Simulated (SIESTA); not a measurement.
Runs of SIESTA 5.4.2 on AlN. Symmetry: P6_3mc, No. 186, hexagonal system. The conventional cell has a = 3.113 Å, b = 3.113 Å, c = 4.981 Å, α = 90.00°, β = 90.00°, γ = 120.00°. Around Al (site symmetry 3m) lie 4 N at 1.89 Å. Around N (site symmetry 3m) lie 4 Al at 1.89 Å. 

```csv
task,level,potentials or basis,cell,k mesh,wannier functions,bands left out below,projections,wannier mesh,gap on the mesh (eV),pressure (GPa),largest force (eV/Å)
band structure,BLYP,"PseudoDojo 0.4 standard (PBE files), DZP (energy shift 0.003 Ry)",as given,10 × 10 × 6,-,-,-,-,4.66,9.7,0.12
band structure,AM05,"PseudoDojo 0.4 standard (PBEsol files), DZP (energy shift 0.003 Ry)",as given,10 × 10 × 6,-,-,-,-,4.29,1.7,0.14
band structure,vdW-DF-cx,"PseudoDojo 0.4 standard (PBE files), DZP (energy shift 0.003 Ry)",as given,10 × 10 × 6,-,-,-,-,(b),(a),0.14
Wannier functions,PBE,"PseudoDojo 0.4 standard (PBE files), DZP (energy shift 0.003 Ry)",cell strained at random at fixed volume,8 × 8 × 4,6,2,["N:p"],6 × 6 × 4,4.16,5.6,0.89
```

Alike in all rows: no spin polarisation; smearing fermi-dirac 0.05 eV; grid cutoff 800 Ry; energy shift 0.003 Ry.

Q: Estimate the missing entries.

A: (a) 3.6; (b) 4.34.

Caveats: the basis of atomic orbitals isn't converged, which shifts pressures, moduli and gaps; the potentials were made for another functional, which shifts forces and pressure (some runs).

